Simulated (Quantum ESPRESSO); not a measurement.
A run of Quantum ESPRESSO 7.5 is set up as follows.

File pw.in:

```
&CONTROL
  calculation = 'scf'
  prefix = 'pwscf'
  outdir = './tmp'
  pseudo_dir = './pseudo'
  tprnfor = .true.
  tstress = .true.
  disk_io = 'low'
/
&SYSTEM
  ibrav = 0
  nat = 1
  ntyp = 1
  ecutwfc = 82
  nbnd = 32
  input_dft = 'XC-000I-000I-120L-135L-000I-000I'
  occupations = 'smearing'
  smearing = 'fd'
  degauss = 0.00367493
  noncolin = .true.
  lspinorb = .true.
/
&ELECTRONS
  conv_thr = 2d-10
  electron_maxstep = 120
  mixing_beta = 0.5
/
ATOMIC_SPECIES
Ag   107.8682 Ag.upf
CELL_PARAMETERS angstrom
   0.0000000000    2.0427500000    2.0427500000
   2.0427500000    0.0000000000    2.0427500000
   2.0427500000    2.0427500000    0.0000000000
ATOMIC_POSITIONS angstrom
Ag     0.0000000000    0.0000000000    0.0000000000
K_POINTS automatic
11 11 11 0 0 0
```

bands.in

```
&CONTROL
  calculation = 'bands'
  prefix = 'pwscf'
  outdir = './tmp'
  pseudo_dir = './pseudo'
  disk_io = 'low'
  verbosity = 'high'
/
&SYSTEM
  ibrav = 0
  nat = 1
  ntyp = 1
  ecutwfc = 82
  nbnd = 32
  input_dft = 'XC-000I-000I-120L-135L-000I-000I'
  occupations = 'smearing'
  smearing = 'fd'
  degauss = 0.00367493
  noncolin = .true.
  lspinorb = .true.
/
&ELECTRONS
  conv_thr = 1d-08
  electron_maxstep = 120
  mixing_beta = 0.5
  diago_full_acc = .true.
/
ATOMIC_SPECIES
Ag   107.8682 Ag.upf
CELL_PARAMETERS angstrom
   0.0000000000    2.0427500000    2.0427500000
   2.0427500000    0.0000000000    2.0427500000
   2.0427500000    2.0427500000    0.0000000000
ATOMIC_POSITIONS angstrom
Ag     0.0000000000    0.0000000000    0.0000000000
K_POINTS crystal
60
 0.0000000000  0.0000000000  0.0000000000 1
 0.0625000000  0.0000000000  0.0625000000 1
 0.1250000000  0.0000000000  0.1250000000 1
 0.1875000000  0.0000000000  0.1875000000 1
 0.2500000000  0.0000000000  0.2500000000 1
 0.3125000000  0.0000000000  0.3125000000 1
 0.3750000000  0.0000000000  0.3750000000 1
 0.4375000000  0.0000000000  0.4375000000 1
 0.5000000000  0.0000000000  0.5000000000 1
 0.5000000000  0.0625000000  0.5625000000 1
 0.5000000000  0.1250000000  0.6250000000 1
 0.5000000000  0.1875000000  0.6875000000 1
 0.5000000000  0.2500000000  0.7500000000 1
 0.4375000000  0.3125000000  0.7500000000 1
 0.3750000000  0.3750000000  0.7500000000 1
 0.3375000000  0.3375000000  0.6750000000 1
 0.3000000000  0.3000000000  0.6000000000 1
 0.2625000000  0.2625000000  0.5250000000 1
 0.2250000000  0.2250000000  0.4500000000 1
 0.1875000000  0.1875000000  0.3750000000 1
 0.1500000000  0.1500000000  0.3000000000 1
 0.1125000000  0.1125000000  0.2250000000 1
 0.0750000000  0.0750000000  0.1500000000 1
 0.0375000000  0.0375000000  0.0750000000 1
 0.0000000000  0.0000000000  0.0000000000 1
 0.0625000000  0.0625000000  0.0625000000 1
 0.1250000000  0.1250000000  0.1250000000 1
 0.1875000000  0.1875000000  0.1875000000 1
 0.2500000000  0.2500000000  0.2500000000 1
 0.3125000000  0.3125000000  0.3125000000 1
 0.3750000000  0.3750000000  0.3750000000 1
 0.4375000000  0.4375000000  0.4375000000 1
 0.5000000000  0.5000000000  0.5000000000 1
 0.5250000000  0.4500000000  0.5250000000 1
 0.5500000000  0.4000000000  0.5500000000 1
 0.5750000000  0.3500000000  0.5750000000 1
 0.6000000000  0.3000000000  0.6000000000 1
 0.6250000000  0.2500000000  0.6250000000 1
 0.5833333333  0.2500000000  0.6666666667 1
 0.5416666667  0.2500000000  0.7083333333 1
 0.5000000000  0.2500000000  0.7500000000 1
 0.5000000000  0.2857142857  0.7142857143 1
 0.5000000000  0.3214285714  0.6785714286 1
 0.5000000000  0.3571428571  0.6428571429 1
 0.5000000000  0.3928571429  0.6071428571 1
 0.5000000000  0.4285714286  0.5714285714 1
 0.5000000000  0.4642857143  0.5357142857 1
 0.5000000000  0.5000000000  0.5000000000 1
 0.4821428571  0.4821428571  0.5357142857 1
 0.4642857143  0.4642857143  0.5714285714 1
 0.4464285714  0.4464285714  0.6071428571 1
 0.4285714286  0.4285714286  0.6428571429 1
 0.4107142857  0.4107142857  0.6785714286 1
 0.3928571429  0.3928571429  0.7142857143 1
 0.3750000000  0.3750000000  0.7500000000 1
 0.6250000000  0.2500000000  0.6250000000 1
 0.5937500000  0.1875000000  0.5937500000 1
 0.5625000000  0.1250000000  0.5625000000 1
 0.5312500000  0.0625000000  0.5312500000 1
 0.5000000000  0.0000000000  0.5000000000 1
```

Potentials or basis: PseudoDojo 0.4 FR PBE standard.

Command:

```sh
$ OMP_NUM_THREADS=1 pw.x -in pw.in > pw.out
$ OMP_NUM_THREADS=1 pw.x -in bands.in > bands.out
```

Problem. Predict the pressure.

Solution. -2.8 GPa.

Problem. Estimate the band gap on the k mesh.

Solution. None (metal or under the smearing width).

Levels at the corners of the path, in eV from the Fermi level:
| point | band 14 | band 15 | band 16 | band 17 | band 18 | band 19 | band 20 | band 21 | band 22 | band 23 |
| --- | --- | --- | --- | --- | --- | --- | --- | --- | --- | --- |
| Γ | -5.14 | -4.75 | -4.75 | -3.86 | -3.86 | -3.86 | -3.86 | 15.89 | 15.89 | 19.20 |
| X | -3.21 | -3.03 | -3.03 | -2.70 | -2.70 | 1.32 | 1.32 | 6.52 | 6.52 | 10.24 |
| W | -5.17 | -3.87 | -3.87 | -2.89 | -2.89 | 5.55 | 5.55 | 5.88 | 5.88 | 6.78 |
| K | -4.27 | -3.70 | -3.70 | -3.14 | -3.14 | 4.03 | 4.03 | 5.03 | 5.03 | 6.92 |
| Γ | -5.14 | -4.75 | -4.75 | -3.86 | -3.86 | -3.86 | -3.86 | 15.89 | 15.89 | 19.20 |
| L | -4.80 | -3.21 | -3.21 | -2.99 | -2.99 | -0.69 | -0.69 | 3.40 | 3.40 | 15.08 |
| U | -4.27 | -3.70 | -3.70 | -3.14 | -3.14 | 4.03 | 4.03 | 5.03 | 5.03 | 6.92 |
| W | -5.17 | -3.87 | -3.87 | -2.89 | -2.89 | 5.55 | 5.55 | 5.88 | 5.88 | 6.78 |
| L | -4.80 | -3.21 | -3.21 | -2.99 | -2.99 | -0.69 | -0.69 | 3.40 | 3.40 | 15.08 |
| K | -4.27 | -3.70 | -3.70 | -3.14 | -3.14 | 4.03 | 4.03 | 5.03 | 5.03 | 6.92 |
| U | -4.27 | -3.70 | -3.70 | -3.14 | -3.14 | 4.03 | 4.03 | 5.03 | 5.03 | 6.92 |
| X | -3.21 | -3.03 | -3.03 | -2.70 | -2.70 | 1.32 | 1.32 | 6.52 | 6.52 | 10.24 |

Caveat: the potentials were made for another functional, which shifts forces and pressure.
